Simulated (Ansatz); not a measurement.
**Strain and the gap of N (P4_2/mnm)**

N (P4_2/mnm) from a database structure, relaxed with r2SCAN+rVV10 in Ansatz 0.2.0. The symmetry is P4_2/mnm (No. 136, tetragonal); conventional cell a = 3.961 Å, c = 5.133 Å, 20.13 Å³ an atom. N is surrounded by 1 N at 1.09 Å.

The axes x, y and z are those of this cell:
```xyz
4
Lattice="3.9610 0.0000 0.0000 0.0000 3.9610 0.0000 0.0000 0.0000 5.1332" Properties=species:S:1:pos:R:3 pbc="T T T"
N     3.5744    3.5744    0.0000
N     2.3671    1.5939    2.5666
N     0.3866    0.3866    0.0000
N     1.5939    2.3671    2.5666
```

Unstrained: With PBE the valence top lies at k = (-1/2, -1/2, 0.490) and the conduction bottom at Γ, 6.847 eV higher; the smallest vertical gap, at Γ, is 7.082 eV. The r2SCAN gap is indirect, 7.493 eV (A to Γ), below the direct gap of 7.734 eV at Γ. The HSE06 gap is indirect, 9.121 eV (k = (-1/2, -1/2, 0.490) to Γ), below the direct gap of 9.381 eV at Γ. Meshes: PBE 6×6×6, r2SCAN 6×6×6, HSE06 4×4×4. Strains are changes of length per length, and xy shears are angles. After each strain the atoms were relaxed again with r2SCAN+rVV10 within the symmetry that the strain leaves, so tilts or polar shifts that break it weren't tested; points keep the names that they have in the unstrained zone. The values are computed, spin-unpolarised, and not measurements.

Changes of the least gap in eV (an overlap counts as a negative gap):
```tsv
strain	volume change (%)	space group	PBE	r2SCAN	HSE06
xy shear, engineering strain (angle) -5.01 %	-0.1	Cmmm	-0.021	-0.020	-0.015
epitaxial -3.73 % in the xy plane, free normal strain +2.64 %	-4.9	P4_2/mnm	-0.145	-0.152	-0.149
uniaxial +2.02 % along x	+2.0	Pnnm	+0.054	+0.058	+0.057
uniaxial +1.93 % along z	+1.9	P4_2/mnm	+0.040	+0.047	+0.047
```

Xy shear, engineering strain (angle) -5.01 %. HSE06: the gap goes from 9.121 to 9.106 eV (-0.015 eV); the edges go from (-1/2, -1/2, 0.490) → Γ to A → Γ. Stress change with PBE, compression positive: xx +0.01, yy +0.01, zz +0.02, xy +0.08 GPa.

Epitaxial -3.73 % in the xy plane, free normal strain +2.64 %. HSE06: the gap goes from 9.121 to 8.972 eV (-0.149 eV); the edges go from (-1/2, -1/2, 0.490) → Γ to A → Γ. Stress change with PBE, compression positive: xx +0.54, yy +0.54, zz +0.18 GPa.

Uniaxial +2.02 % along x, other directions held. HSE06: the gap goes from 9.121 to 9.178 eV (+0.057 eV); the edges go from (-1/2, -1/2, 0.490) → Γ to A → Γ. Stress change with PBE, compression positive: xx -0.04, yy -0.29, zz -0.11 GPa.

Uniaxial +1.93 % along z, other directions held. HSE06: the gap goes from 9.121 to 9.168 eV (+0.047 eV); the edges go from (-1/2, -1/2, 0.490) → Γ to A → Γ. Stress change with PBE, compression positive: xx -0.12, yy -0.12, zz -0.16 GPa.

Where an edge lies off the special points, it is a point of the mesh or the k point where a search put PBE's edge or least direct gap, reused for the other functionals, whose own edges may lie a little apart.

Coordinates of k points refer to the reciprocal vectors of the primitive cell of the runs.

The meshes of the hybrids are coarse, so their gaps aren't converged to the digits shown.
